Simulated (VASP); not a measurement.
Set up this calculation in VASP 6.6.1, as the native input.

* Task: relaxation of cell and atoms
* Functional: r2SCAN
* Potentials or basis: VASP PAW PBE potentials, release 64 (Rb_sv)
* Cutoff: 600 eV
* k mesh: 12 × 12 × 12
* Occupations: methfessel-paxton, width 0.1 eV
* Spin: no spin polarisation
* Further INCAR settings: ALGO = Normal; EDIFF = 1e-07; IBRION = 2; EDIFFG = -0.005; NSW = 90; ISIF = 3

The structure of Rb lies in POSCAR:

```
Rb                                      
1.0
   -2.8746775456      2.8746775456      2.8746775456
    2.8746775456     -2.8746775456      2.8746775456
    2.8746775456      2.8746775456     -2.8746775456
  Rb            
     1
Direct
     0.0000000000000000    0.0000000000000000    0.0000000000000000
```

One way to write it, as run:

INCAR

```
  PREC = Accurate
  ENCUT = 600
  EDIFF = 1E-7
  ISMEAR = 1
  SIGMA = 0.1
  LREAL = False
  LASPH = True
  NELM = 80
  ALGO = Normal
  ISIF = 3
  LWAVE = False
  LCHARG = False
  METAGGA = R2SCAN
  LMIXTAU = True
  IBRION = 2
  NSW = 90
  EDIFFG = -0.005
```

KPOINTS

```
Automatic mesh
0
Gamma
  12 12 12
```

Potentials or basis: VASP PAW PBE potentials, release 64 (Rb_sv).

The run is started by

```bash
$ cat potpaw_PBE.64/Rb_sv/POTCAR > POTCAR
$ mpirun -np 1 vasp_std > vasp.out
```

It gave:

```
Pressure after relaxing : 0.0 GPa
Band gap on the k mesh  : none (metal or under the smearing width)
```

Caveat: the relaxation stopped at its first step, so nothing moved; the PAW data sets were made with another functional, which shifts forces and pressure a little.

It took 3.9 min on 1 thread of Intel(R) Xeon(R) 6975P-C (Granite Rapids), on a shared host, peak memory 0.29 GiB.
